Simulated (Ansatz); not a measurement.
Method: DFT PBE, scalar-relativistic, plane waves, PAW (Ansatz). All cells share a 420 eV cutoff and Γ-centred k meshes spaced at most about 0.3 Å⁻¹ (about 0.25 or finer for metals, 2π included). No spin polarisation.

These are static total energies at zero pressure.

Compare these two cells of Nb2H3, each relaxed at this level.

1.

```
CELL_PARAMETERS angstrom
1.47282 0.85033 7.58795
-1.47282 0.85033 7.58795
0.00000 -1.70067 7.58795
ATOMIC_POSITIONS crystal
Nb 0.39033 0.39033 0.39033
Nb 0.60967 0.60967 0.60967
H 0.00000 0.00000 0.00000
H 0.22873 0.22873 0.22873
H 0.77127 0.77127 0.77127
```

2.

```
CELL_PARAMETERS angstrom
3.09114 0.00000 0.00000
-1.54557 2.67701 0.00000
0.00000 0.00000 5.32204
ATOMIC_POSITIONS crystal
Nb 0.33333 0.66667 0.23535
Nb 0.66667 0.33333 0.76465
H 0.00000 0.00000 0.00000
H 0.33333 0.66667 0.61100
H 0.66667 0.33333 0.38900
```

Problem. Which would you expect to be lower, and how large is the difference?

Solution. Cell 2 is lower, by 146 meV/atom. Cell 1 has the tetradymite type, space group R-3m (No. 166), 11.4 Å³/atom and no gap on its mesh; cell 2 has the La2O3 (A sesquioxide) type, space group P-3m1 (No. 164), 8.8 Å³/atom and no gap. Counting H atoms around Nb (those within 1.25 times the shortest such distance or 1.15 times the sum of covalent radii; a plus sign parts nearer from farther groups), cell 1 has Nb 6 and cell 2 has Nb 4+3. Both come from invented guesses.

No dispersion correction is applied, so the spacing and binding between layers, chains or molecules are poorly described (R-3m), and this can change margins and order among such cells. With hydrogen, zero-point motion can shift such differences by 10 meV/atom or more. Cells relaxed within their symmetry can be saddle points.
